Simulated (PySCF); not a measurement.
**Removing an electron from methyl methacrylate**

Compound: methyl methacrylate, C5H8O2.
Z-matrix (Å and degrees, PBE0-D3(BJ)/def2-SVP geometry), rows numbered from 1:
```
C 
C   1  1.3387
C   2  1.4965  1  124.40
C   2  1.4955  1  116.74  3  -179.91
O   4  1.2045  2  125.16  1    -0.87
O   4  1.3429  2  110.98  1   179.19
C   6  1.4161  4  118.08  2   179.82
H   1  1.0929  2  121.38  3     0.03
H   1  1.0925  2  119.90  3  -179.89
H   3  1.0985  2  110.91  1     0.39
H   3  1.1009  2  110.99  1   121.41
H   3  1.1008  2  110.96  1  -120.64
H   7  1.0997  6  108.66  4   118.21
H   7  1.0994  6  108.40  4  -123.33
H   7  1.0980  6  110.37  4    -2.50
```

Level: PBE0/def2-SVPD (PySCF). Frontier orbitals with their largest atomic shares (Löwdin; up to four atoms above 4 %):

```csv
orbital,ε (eV),main atoms
HOMO−3,-9.98,"O6 34 %, C7 17 %, O5 10 %, H15 10 %"
HOMO−2,-8.81,"O6 45 %, O5 23 %, C7 11 %, C4 7 %"
HOMO−1,-8.14,"O5 66 %, O6 9 %, C4 9 %, C2 7 %"
HOMO,-7.77,?
LUMO,-1.25,"C1 28 %, C2 20 %, C4 18 %, O5 13 %"
LUMO+1,0.61,"C7 16 %, C3 14 %, C4 13 %, O6 9 %"
LUMO+2,1.17,"C7 20 %, C3 11 %, H14 10 %, H13 10 %"
```

Problem. What vertical ionisation energy does ΔSCF give, and how far is −ε(HOMO) from it?

Solution. ΔSCF: 9.80 eV (946 kJ/mol; threshold wavelength 126 nm); ⟨S²⟩ of the doublet left behind is 0.768, against 0.75 for a pure doublet. −ε(HOMO) is 7.77 eV, 2.03 eV below it. In exact Kohn–Sham theory the two would be equal; PBE0 (global hybrid, 25 % exact exchange) falls short of its own ΔSCF value by 21 %.

Problem. On which atoms does the HOMO lie?

Solution. C1 (terminal =CH2 carbon) 34 %, C2 (fully substituted alkene carbon) 32 %, O5 (ester carbonyl oxygen) 10 %, C3 (allylic carbon) 8 %, so no atom holds as much as 40 %. The HOMO−1 lies 0.37 eV lower.

Problem. And the vertical electron affinity, the fundamental gap, Mulliken's electronegativity and the hardness (with the factor ½)?

Solution. EA = -0.61 eV by ΔSCF (−ε(LUMO) = 1.25 eV); a negative value means that the added electron isn't bound at this geometry and level, and the number then depends on the basis. IE − EA = 10.41 eV against an orbital gap of 6.52 eV; (IE + EA)/2 = 4.60 eV; (IE − EA)/2 = 5.21 eV.

Problem. Shift the occupied levels rigidly so that −ε(HOMO) equals the ΔSCF value. What binding energies result?

Solution. The shift is +2.03 eV: HOMO 9.80, HOMO−1 10.17, HOMO−2 10.84, HOMO−3 12.01 eV. A rigid shift is only a rough guide to the deeper ionisations.

Problem. What total energies stand behind the ΔSCF value?

Solution. E(N) = -345.15623 Eh and E(N − 1) = -344.79603 Eh at the same geometry, 0.36020 Eh apart. With one more electron, E(N + 1) = -345.13372 Eh.

Problem. What kinetic energy would electrons from this vertical process carry with Lyman-α light (10.199 eV)?

Solution. 10.20 − 9.80 = 0.40 eV.

Problem. The lowest singlet excitation (vertical TDDFT, same level) lies at 5.04 eV. How far is it below IE − EA?

Solution. IE − EA = 10.41 eV, so by 5.37 eV.

The structure is a single PBE0-D3(BJ)/def2-SVP conformer in the gas phase; no vibrational or solvent corrections.
